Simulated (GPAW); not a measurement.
A run of GPAW 26.7.0:

File run.py:

```python
from ase.dft.bandgap import bandgap
from ase.io import read, write
from ase.units import GPa
from gpaw import GPAW, PW, setup_paths

setup_paths.insert(0, '.')

atoms = read('ZrC.xyz')

calc = GPAW(mode=PW(800),
            xc='BLYP',
            kpts={'size': (10, 10, 10), 'gamma': True},
            occupations={'name': 'fermi-dirac', 'width': 0.05},
            nbands=18,
            convergence={'density': 1e-05, 'energy': 1e-05},
            eigensolver='davidson',
            maxiter=150,
            txt='gpaw.txt')
atoms.calc = calc
energy = atoms.get_potential_energy()
forces = atoms.get_forces()
stress = atoms.get_stress()
calc.write('gs.gpw')
write('result.traj', atoms)
print(f'Energy: {energy:.6f} eV')
print('Forces (eV/A):')
print(forces.round(4))
print('Stress (GPa):', (stress / GPa).round(3))
print('Fermi level:', round(calc.get_fermi_level(), 4), 'eV')
print(f'Gap: {bandgap(calc)[0]:.4f} eV, direct: {bandgap(calc, direct=True)[0]:.4f} eV')

path = atoms.cell.bandpath('GXWKGLUWLK,UX', npoints=80, eps=1e-4)
bs_calc = calc.fixed_density(kpts=path, symmetry='off', nbands=27,
                             convergence={'bands': 'CBM+6.0', 'eigenstates': 1e-6}, txt='bands.txt')
bs = bs_calc.band_structure()
bs.write('bs.json')
print(f'Gap on the path: {bandgap(bs_calc)[0]:.4f} eV')
```

Contents of ZrC.xyz:

```xyz
2
Lattice="0.0000000000 2.3650000000 2.3650000000 2.3650000000 0.0000000000 2.3650000000 2.3650000000 2.3650000000 0.0000000000" Properties=species:S:1:pos:R:3 pbc="T T T"
Zr     2.3650000000      2.3650000000      2.3650000000
C      0.0000000000      0.0000000000      0.0000000000
```

Potentials or basis: PAW data sets generated in the run's folder for this functional, pw.

Command:

```sh
$ gpaw-setup -f BLYP C Zr
$ OMP_NUM_THREADS=1 python run.py
```

Hardware: 1 thread of Arm Neoverse V1 (shared host).

Problem. Estimate the wall time of this run.

Solution. It took 66 s on 1 thread of Arm Neoverse V1, with other jobs on the host, peak memory 0.27 GiB. Counts: scf iterations 17, plane waves 1380, bands 18, k points 47.
